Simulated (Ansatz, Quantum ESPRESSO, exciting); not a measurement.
One calculation of Li2S, 8 ways

```xyz
3
Lattice="0.0000 2.8445 2.8445 2.8445 0.0000 2.8445 2.8445 2.8445 0.0000" Properties=species:S:1:pos:R:3 pbc="T T T"
S     0.0000    0.0000    0.0000
Li    4.2668    4.2668    4.2668
Li    1.4223    1.4223    1.4223
```

Alike in all runs: task band structure; functional PBE; k mesh 8 × 8 × 8; occupations fermi-dirac, width 0.05 eV; no spin polarisation; no spin-orbit coupling. Pressure is positive in compression and, in plane waves, holds the error of the finite cutoff, which Ansatz's Pulay term estimates and takes out. Gaps are the smaller of the mesh's and the band path's.

```json
{"program and potentials": "Ansatz, Ansatz PAW", "plane-wave cutoff (eV)": "420", "notes": "-", "band gap (eV)": "3.39", "pressure (GPa)": "0.36"}
{"program and potentials": "Ansatz, JTH PAW", "plane-wave cutoff (eV)": "1170", "notes": "Pulay term of +0.03 GPa included", "band gap (eV)": "3.38", "pressure (GPa)": "0.47"}
{"program and potentials": "exciting, all-electron LAPW+lo, shipped species files, valence relativity zora", "plane-wave cutoff (eV)": "-", "notes": "-", "band gap (eV)": "3.40", "pressure (GPa)": "-"}
{"program and potentials": "Ansatz, PseudoDojo stringent (PBE files)", "plane-wave cutoff (eV)": "1306", "notes": "-", "band gap (eV)": "3.39", "pressure (GPa)": "0.34"}
{"program and potentials": "Ansatz, SPMS NC", "plane-wave cutoff (eV)": "707", "notes": "Pulay term of +0.20 GPa included", "band gap (eV)": "3.39", "pressure (GPa)": "0.47"}
{"program and potentials": "Ansatz, PseudoDojo standard (PBE files)", "plane-wave cutoff (eV)": "1007", "notes": "-", "band gap (eV)": "3.39", "pressure (GPa)": "0.37"}
{"program and potentials": "Ansatz, Ansatz PAW (files of its older set among them)", "plane-wave cutoff (eV)": "780", "notes": "-", "band gap (eV)": "3.39", "pressure (GPa)": "0.36"}
{"program and potentials": "Quantum ESPRESSO, PseudoDojo 0.4.1 SR PBE standard", "plane-wave cutoff (eV)": "1007", "notes": "-", "band gap (eV)": "3.39", "pressure (GPa)": "0.35"}
```

The band gap spans 3.38 (Ansatz, JTH PAW) to 3.40 eV (exciting, all-electron LAPW+lo, shipped species files, valence relativity zora), with all-electron results at 3.40. The pressure spans 0.34 (Ansatz, PseudoDojo stringent (PBE files)) to 0.47 GPa (Ansatz, JTH PAW).

The functional is the same throughout but for its coding, so the spread measures potentials, basis and numerics; runs on potential files found faulty are left out.
